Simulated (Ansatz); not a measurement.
# CdIn2O4: a short molecular-dynamics run

A trajectory of CdIn2O4, a database structure with 14 atoms that was not relaxed first: 60 steps of 1 fs under a Langevin thermostat and barostat at 1200 K and 0 GPa.

Program: Ansatz 0.2.0. Level of theory: DFT PBE, plane waves, PAW, scalar-relativistic, no spin polarisation. These are calculated values, not measurements.

### Step 1. The system as given

The cell holds 14 atoms (Cd2In4O8): a = 6.515 Å, b = 6.515 Å, c = 6.515 Å, α = 60.00°, β = 60.00°, γ = 60.00°.

As a file:

```xyz
14
Lattice="0.0000 4.6067 4.6067 4.6067 0.0000 4.6067 4.6067 4.6067 0.0000" Properties=species:S:1:pos:R:3 pbc="T T T"
In    5.7583    5.7583    5.7583
In    5.7583    3.4550    3.4550
In    3.4550    3.4550    5.7583
In    3.4550    5.7583    3.4550
O     7.9695    7.9695    7.9695
O     3.5471    5.6662    5.6662
O     5.8504    5.8504    7.9695
O     5.6662    3.5471    5.6662
O     7.9695    5.8504    5.8504
O     3.5471    3.5471    3.5471
O     5.8504    7.9695    5.8504
O     5.6662    5.6662    3.5471
Cd    0.0000    0.0000    0.0000
Cd    2.3033    2.3033    2.3033
```

### Step 2. Molecular dynamics

The input, input.yaml:

```yaml
crystal:
  lattice:
    - [0.0, 4.606651, 4.606651]
    - [4.606651, 0.0, 4.606651]
    - [4.606651, 4.606651, 0.0]
  atoms:
    - { symbol: In, position: [0.625, 0.625, 0.625] }
    - { symbol: In, position: [0.125, 0.625, 0.625] }
    - { symbol: In, position: [0.625, 0.625, 0.125] }
    - { symbol: In, position: [0.625, 0.125, 0.625] }
    - { symbol: O, position: [0.865, 0.865, 0.865] }
    - { symbol: O, position: [0.845, 0.385, 0.385] }
    - { symbol: O, position: [0.865, 0.865, 0.405] }
    - { symbol: O, position: [0.385, 0.845, 0.385] }
    - { symbol: O, position: [0.405, 0.865, 0.865] }
    - { symbol: O, position: [0.385, 0.385, 0.385] }
    - { symbol: O, position: [0.865, 0.405, 0.865] }
    - { symbol: O, position: [0.385, 0.385, 0.845] }
    - { symbol: Cd, position: [0.0, 0.0, 0.0] }
    - { symbol: Cd, position: [0.25, 0.25, 0.25] }
kpoints:
  mp_grid: { grid: [3, 3, 3] }
magnetization:
  spin_polarized: false
scf:
  occupations: { method: gaussian, width: 0.1 }
hamiltonian:
  pseudopotentials: { kind: paw }
  xc: pbe
basis:
  ecutwfc: 420
md:
  timestep: 1.0
  n_steps: 60
  ensemble: npt_langevin
  temperature: 1200.0
  initial_velocities: maxwell_boltzmann
  seed: 467556
  pressure: 0.0
```

Command:

```console
$ ansatz run input.yaml --threads 2 --pin off --max-ram 2560MiB --backend cpu --events-out ev --progress --plain --runs-dir out
```

What it wrote, cut to the lines that bear on the results:

```text
Warning: md: disabling space-group detection — thermal motion breaks the input geometry's symmetry, so no spatial operation reduces the k-mesh or symmetrises the density; time reversal is kept, so that k and −k are solved as one point where they differ and the mesh holds both, and exact [...]
Warning: RAYON_NUM_THREADS=2 ignored (pool sized by the plan → 2); use --threads N
[...]
Pseudopotentials: kind: paw
Pseudopotential: In, paw, valence charge 13, recommended cutoff 420 eV (normal), In.paw.azcp
Pseudopotential: O, paw, valence charge 6, recommended cutoff 420 eV (normal), O.paw.azcp
Pseudopotential: Cd, paw, valence charge 20, recommended cutoff 420 eV (normal), Cd.paw.azcp
Functional definition: PBE
[...]
Crystal: 14 atoms, lattice volume = 195.518 Å³
Basis set: ecut = 420 eV (smoothed over ±3.0 %; plane waves to 437.0 eV, density to 1747.9 eV), 4015 PW (Γ), exchange–correlation on 90×90×90 points (8 copies of the dense FFT grid, shifted against one another)
Bands: 84, of which v1, the nominal top of the filled ones, is band 70 counted from 1 (69 counted from 0)
Symmetry: 1 space group operations
k-points: 14 of 27 (time reversal used)
[...]
SCF iter   1: F=—  HF=-43439.853925 eV  |F-HF|=—  |Δ(HF+E_count)|=         —  Δρ=9.22e-4  dr2=1.15e-3  ethr=1.77e-3  ⟨swp⟩=5.6  Hψ=4157  notcnv=0  defer=15
[...]
md step     0: t =     0.00 fs  T =  1114.3 K  F+E_penalty+E_count = -43439.85636134 eV  E_kin = 2.016456 eV  conserved = -43438.38544982 eV  P_inst = 4.7272 GPa  V = 195.5176 Å³  selection 1  (7 SCF iters)
[...]
md step     4: t =     4.00 fs  T =  1181.8 K  F+E_penalty+E_count = -43439.76956966 eV  E_kin = 2.138585 eV  conserved = -43438.38542376 eV  P_inst = 4.7440 GPa  V = 195.9752 Å³  selection 1  (9 SCF iters)
[...]
md step     8: t =     8.00 fs  T =  1035.4 K  F+E_penalty+E_count = -43439.56739863 eV  E_kin = 1.873741 eV  conserved = -43438.38521796 eV  P_inst = 4.8630 GPa  V = 196.7053 Å³  selection 1  (6 SCF iters)
[...]
md step    12: t =    12.00 fs  T =   861.6 K  F+E_penalty+E_count = -43439.25540299 eV  E_kin = 1.559167 eV  conserved = -43438.38521596 eV  P_inst = 5.3459 GPa  V = 197.3249 Å³  selection 1  (6 SCF iters)
[...]
md step    14: t =    14.00 fs  T =   761.4 K  F+E_penalty+E_count = -43439.08178672 eV  E_kin = 1.377872 eV  conserved = -43438.38515902 eV  P_inst = 5.5111 GPa  V = 197.7883 Å³  selection 1  (6 SCF iters)
md step    15: t =    15.00 fs  T =   808.3 K  F+E_penalty+E_count = -43438.98805169 eV  E_kin = 1.462720 eV  conserved = -43438.38521894 eV  P_inst = 5.6659 GPa  V = 198.0712 Å³  selection 1  (6 SCF iters)
```

### Step 3. The log goes on

Output, continued, cut to the lines that bear on the results:

```text
md step    16: t =    16.00 fs  T =   759.6 K  F+E_penalty+E_count = -43438.89137014 eV  E_kin = 1.374620 eV  conserved = -43438.38530121 eV  P_inst = 5.7233 GPa  V = 198.3857 Å³  selection 1  (6 SCF iters)
[...]
md step    27: t =    27.00 fs  T =   666.2 K  F+E_penalty+E_count = -43438.61463594 eV  E_kin = 1.205560 eV  conserved = -43438.38508411 eV  P_inst = 3.3322 GPa  V = 203.2241 Å³  selection 1  (6 SCF iters)
[...]
md step    38: t =    38.00 fs  T =   871.2 K  F+E_penalty+E_count = -43438.86703556 eV  E_kin = 1.576640 eV  conserved = -43438.38560559 eV  P_inst = -1.4161 GPa  V = 208.4740 Å³  selection 2  (6 SCF iters)
[...]
md step    49: t =    49.00 fs  T =   846.3 K  F+E_penalty+E_count = -43438.64882339 eV  E_kin = 1.531492 eV  conserved = -43438.38505828 eV  P_inst = -3.4159 GPa  V = 211.5359 Å³  selection 2  (6 SCF iters)
[...]
  atom   5  O     -0.08046205    -0.19108942     1.23775886
  atom   6  O      0.67723721     0.04710918     2.58232966
  atom   7  O      0.69403112    -0.08797103    -0.98542704
  atom   8  O     -0.02439373     0.56141706    -0.30826310
[...]
--- Stress (GPa, compression-positive) ---
       -4.938466      -0.209250       0.730619
       -0.209250      -4.233312      -0.452501
        0.730619      -0.452501       0.652134
  P = ⅓ Tr σ = -2.8399 GPa (-28.399 kbar)
--- MD trajectory: 60 steps, t = 0.0 → 60.0 fs ---
  final state: T = 802.5 K   F+E_penalty+E_count = -43438.57255457 eV   E_kin = 1.452312 eV
  conserved energy: peak-to-peak 1.142e-3 eV (8.155e-5 eV/atom) at the most on one of 2 selections of grids, which stood over 29.0 fs
  cell: V = 211.4664 Å³ at the end; means of 61 rows, the approach among them: V = 204.3959 Å³, P_inst = 1.3527 GPa
  mean static stress (GPa): xx -2.5156  yy 2.9350  zz 1.2575  yz -0.0956  xz 0.1985  xy -0.4013
  the result is of one more SCF, on plane waves selected at the last cell: its energy does not rank with the rows'
```

Run time: 6.2 min. Hardware: 2 threads of Intel Xeon Platinum 8488C (Sapphire Rapids), shared host; peak memory 0.89 GiB.

### Step 4. What the atoms did

One step in 4; energies are changes from step 0; msd is the mean square displacement from the start, the centre of mass held:

```
time (fs)  T (K)  potential energy change (meV/atom)  conserved energy change (meV/atom)  volume (Å³/atom)  pressure (GPa)  msd O (Å²)  msd In (Å²)  msd Cd (Å²)
      0.0   1114                                 0.0                                0.00             13.97             4.7       0.000        0.000        0.000
      4.0   1182                                 6.2                                0.00             14.00             4.7       0.003        0.001        0.000
      8.0   1035                                20.6                                0.02             14.05             4.9       0.011        0.002        0.001
     12.0    862                                42.9                                0.02             14.09             5.3       0.023        0.004        0.002
     16.0    760                                68.9                                0.01             14.17             5.7       0.035        0.006        0.003
     20.0    519                                90.0                                0.07             14.28             5.4       0.045        0.009        0.005
     24.0    556                                94.3                                0.06             14.42             4.4       0.050        0.011        0.007
     28.0    641                                85.7                                0.02             14.55             2.8       0.050        0.013        0.009
     32.0    712                                75.9                                0.01             14.70             1.0       0.048        0.016        0.012
     36.0    869                                69.7                               -0.02             14.83            -0.7       0.045        0.019        0.015
     40.0    897                                74.6                               -0.01             14.95            -2.0       0.043        0.022        0.018
     44.0    910                                82.6                                0.02             15.04            -2.8       0.041        0.025        0.021
     48.0    865                                85.5                                0.02             15.10            -3.4       0.038        0.029        0.024
     52.0    898                                88.5                                0.02             15.14            -3.4       0.036        0.034        0.026
     56.0    875                                90.3                                0.00             15.14            -2.9       0.035        0.040        0.029
     60.0    803                                91.7                                0.01             15.10            -2.1       0.034        0.045        0.031
```

time (fs), T (K) and a bar:
```
      0.0       1114 #########################
      3.0       1229 ##############################
      5.0       1109 #########################
      8.0       1035 ######################
     10.0        916 ################
     13.0        814 ############
     16.0        760 ##########
     18.0        606 ###
     21.0        538 
     23.0        542 
     26.0        642 #####
     29.0        668 ######
     31.0        674 ######
     34.0        811 ############
     37.0        847 #############
     39.0        884 ###############
     42.0        900 ################
     44.0        910 ################
     47.0        925 #################
     50.0        871 ##############
     52.0        898 ################
     55.0        824 ############
     57.0        890 ###############
     60.0        803 ###########
```

Pair distribution over the second half of the run:

```
r (Å)  g In–O
 0.68    0.00
 0.84    0.00
 1.00    0.00
 1.16    0.00
 1.32    0.00
 1.48    0.00
 1.64    0.00
 1.80    0.00
 1.96    0.46
 2.12    5.43
 2.28    6.78
 2.44    2.28
 2.60    0.49
```

First peaks of g(r) (not always the tallest), and, where a minimum follows, the mean number of second-named atoms round a first-named one up to the next minimum:

```
pair  peak (Å)  height  minimum (Å)  neighbours
In–O      2.20     7.9            -           -
```

### Step 5. Frames from the trajectory

Extended XYZ, with forces in eV/Å:

```xyz
14
Lattice="0.000 4.617 4.617 4.617 0.000 4.617 4.617 4.617 0.000" Properties=species:S:1:pos:R:3:forces:R:3 pbc="T T T" time_fs=9.0 T=963 dE=0.3602
In    5.807    5.746    5.761   -0.769    0.251   -0.566
In    5.736    3.471    3.505    0.075   -0.323   -1.287
In    3.479    3.443    5.802   -0.503    0.957   -0.460
In    3.423    5.791    3.439    0.334    0.213    0.984
O     7.909    7.916    7.962    0.267    0.376    0.069
O     3.511    5.679    5.690    0.793   -0.968   -0.856
O     5.742    5.878    7.902    0.731    0.366    0.173
O     5.725    3.556    5.632   -0.809    0.315    0.211
O     7.991    5.925    5.917   -0.045   -0.146   -0.522
O     3.561    3.723    3.516   -0.024   -1.046    0.705
O     5.755    7.906    5.830    1.135   -0.111    0.659
O     5.768    5.619    3.531   -0.800    0.136    0.627
Cd    0.031    0.010    0.011   -0.510   -0.139   -0.131
Cd    2.333    2.327    2.302    0.125    0.118    0.396
14
Lattice="0.000 4.632 4.632 4.632 0.000 4.632 4.632 4.632 0.000" Properties=species:S:1:pos:R:3:forces:R:3 pbc="T T T" time_fs=17.0 T=667 dE=1.0593
In    5.845    5.747    5.778   -0.991    0.070   -1.248
In    5.716    3.489    3.547    0.328   -0.790   -2.263
In    3.501    3.443    5.839   -0.739    1.294   -0.280
In    3.391    5.828    3.453    0.530   -0.016    1.670
O     7.863    7.882    8.011    0.893    1.202    0.075
O     3.495    5.679    5.740    0.726   -1.165   -1.037
O     5.714    5.945    7.840    0.378   -0.409    1.596
O     5.765    3.599    5.606   -0.836   -0.262    1.340
O     8.012    5.965    5.995    0.450   -0.468   -1.392
O     3.593    3.805    3.541   -0.665   -1.809    0.612
O     5.725    7.826    5.862    0.942    1.255    0.070
O     5.828    5.565    3.552   -0.621    1.254    0.333
Cd    0.064    0.020    0.020   -0.378   -0.265   -0.095
Cd    2.351    2.347    2.307   -0.019    0.111    0.619
14
Lattice="0.000 4.663 4.663 4.663 0.000 4.663 4.663 4.663 0.000" Properties=species:S:1:pos:R:3:forces:R:3 pbc="T T T" time_fs=26.0 T=642 dE=1.2782
In    5.897    5.773    5.820   -0.891    0.438   -1.419
In    5.711    3.521    3.585    0.779   -0.996   -2.022
In    3.544    3.480    5.896   -0.975    0.603    0.194
In    3.380    5.888    3.496    0.685   -0.807    1.791
O     7.884    7.919    8.096    0.810    1.436   -0.012
O     3.533    5.639    5.815    0.217   -0.265   -0.833
O     5.722    6.023    7.860    0.325   -0.639    2.325
O     5.814    3.685    5.697   -0.718   -1.110    0.863
O     8.065    5.988    6.075    0.603   -0.176   -1.472
O     3.608    3.815    3.662   -0.934   -1.313    0.141
O     5.733    7.830    5.897    0.796    1.748    0.011
O     5.853    5.571    3.596   -0.448    1.678    0.029
Cd    0.087    0.031    0.045   -0.330   -0.294   -0.175
Cd    2.379    2.382    2.317    0.081   -0.305    0.580
14
Lattice="0.000 4.693 4.693 4.693 0.000 4.693 4.693 4.693 0.000" Properties=species:S:1:pos:R:3:forces:R:3 pbc="T T T" time_fs=34.0 T=811 dE=1.0060
In    5.943    5.801    5.850   -0.694    0.884   -0.953
In    5.714    3.543    3.602    0.950   -0.391   -1.479
In    3.573    3.523    5.949   -0.892   -0.471    0.703
In    3.367    5.934    3.543    0.793   -0.742    1.354
O     7.937    8.021    8.161    0.493    0.629   -0.036
O     3.589    5.589    5.822    0.001    1.170   -0.505
O     5.736    6.057    7.961    0.676   -0.445    1.406
O     5.896    3.696    5.806   -0.987   -0.566   -0.199
O     8.148    6.028    6.119    0.082   -0.035   -0.864
O     3.583    3.759    3.776   -0.447   -0.463   -0.439
O     5.748    7.911    5.980    0.739    0.914    0.132
O     5.877    5.651    3.584   -0.648    0.767    0.470
Cd    0.104    0.045    0.072   -0.432   -0.382   -0.143
Cd    2.416    2.423    2.329    0.365   -0.867    0.553
14
Lattice="0.000 4.720 4.720 4.720 0.000 4.720 4.720 4.720 0.000" Properties=species:S:1:pos:R:3:forces:R:3 pbc="T T T" time_fs=43.0 T=918 dE=1.1399
In    5.987    5.823    5.857   -0.475    1.210   -0.513
In    5.714    3.545    3.595    0.842    0.541   -0.892
In    3.583    3.570    6.007   -0.700   -1.326    0.992
In    3.352    5.978    3.600    0.952   -0.312    0.708
O     7.993    8.160    8.196    0.142   -0.221    0.120
O     3.587    5.577    5.793    0.316    2.208   -0.306
O     5.764    6.090    8.096    1.026   -0.236    0.031
O     5.952    3.678    5.886   -1.333    0.525   -1.018
O     8.234    6.091    6.163   -0.670   -0.143   -0.311
O     3.544    3.670    3.867    0.212    0.249   -0.810
O     5.780    8.060    6.083    0.720   -0.468    0.155
O     5.864    5.784    3.539   -0.861   -0.407    1.254
Cd    0.117    0.063    0.092   -0.667   -0.405   -0.020
Cd    2.449    2.467    2.348    0.494   -1.213    0.610
14
Lattice="0.000 4.732 4.732 4.732 0.000 4.732 4.732 4.732 0.000" Properties=species:S:1:pos:R:3:forces:R:3 pbc="T T T" time_fs=51.0 T=891 dE=1.2300
In    6.018    5.831    5.840   -0.306    1.236   -0.268
In    5.713    3.539    3.572    0.647    0.856   -0.295
In    3.587    3.592    6.052   -0.520   -0.745    0.437
In    3.337    5.998    3.664    0.946    0.041   -0.399
O     8.026    8.234    8.171   -0.114   -0.342    0.634
O     3.556    5.650    5.731    0.484    1.346    0.490
O     5.779    6.100    8.195    1.194   -0.014   -0.791
O     5.908    3.666    5.900   -1.017    0.814   -1.000
O     8.250    6.134    6.196   -0.965   -0.471   -0.066
O     3.541    3.603    3.891    0.409    0.661   -0.493
O     5.809    8.170    6.152    0.722   -1.083   -0.031
O     5.818    5.894    3.567   -0.717   -0.856    1.349
Cd    0.129    0.061    0.110   -0.935   -0.311    0.051
Cd    2.465    2.492    2.362    0.172   -1.133    0.382
14
Lattice="0.000 4.729 4.729 4.729 0.000 4.729 4.729 4.729 0.000" Properties=species:S:1:pos:R:3:forces:R:3 pbc="T T T" time_fs=60.0 T=803 dE=1.2838
In    6.029    5.826    5.808   -0.256    1.165   -0.067
In    5.701    3.534    3.526    0.549    0.910    0.123
In    3.591    3.589    6.084   -0.631   -0.102   -0.541
In    3.311    6.001    3.723    0.892    0.394   -2.445
O     8.002    8.278    8.136   -0.080   -0.191    1.238
O     3.483    5.745    5.655    0.677    0.047    2.582
O     5.828    6.094    8.225    0.694   -0.088   -0.986
O     5.784    3.658    5.832   -0.024    0.561   -0.308
O     8.185    6.132    6.255   -0.625   -0.734   -0.322
O     3.563    3.534    3.856    0.292    0.975    0.175
O     5.862    8.189    6.142    0.559   -1.061   -0.214
O     5.751    5.939    3.622   -0.402   -0.825    0.861
Cd    0.138    0.070    0.131   -1.047   -0.158   -0.009
Cd    2.484    2.494    2.366   -0.598   -0.893   -0.087
```

### Step 6. What came out

```
                              quantity                           value
                                length                60 steps of 1 fs
      temperature, first and last step                  1114 and 803 K
              temperature, second half   mean 855 K, from 674 to 925 K
         potential energy, second half     +82 meV/atom from the start
largest change of the conserved energy                   0.07 meV/atom
           volume, first and last step         13.97 and 15.10 Å³/atom
 mean square displacement, second half  O 0.040, In 0.028, Cd 0.021 Å²
```

In words: Against a set 1200 K the second half averages 855 K with a spread of 66 K (in equilibrium 14 atoms would scatter by about 262 K, over a far longer run); 82 meV/atom has gone into potential energy, and a thermostat that acts over some 100 fs has not made it up in 60 fs. The conserved energy strays from its start by at most 0.07 meV/atom, under 0.1 % of the mean kinetic energy, which is good for a step of 1 fs. No atom gets farther than 0.32 Å from its start, with the drift of the whole removed, against a typical distance of 2.2 Å between sites at the start. The volume changes by +8.2 % from first to last step. Averages from a run of 60 fs with 14 atoms are rough.
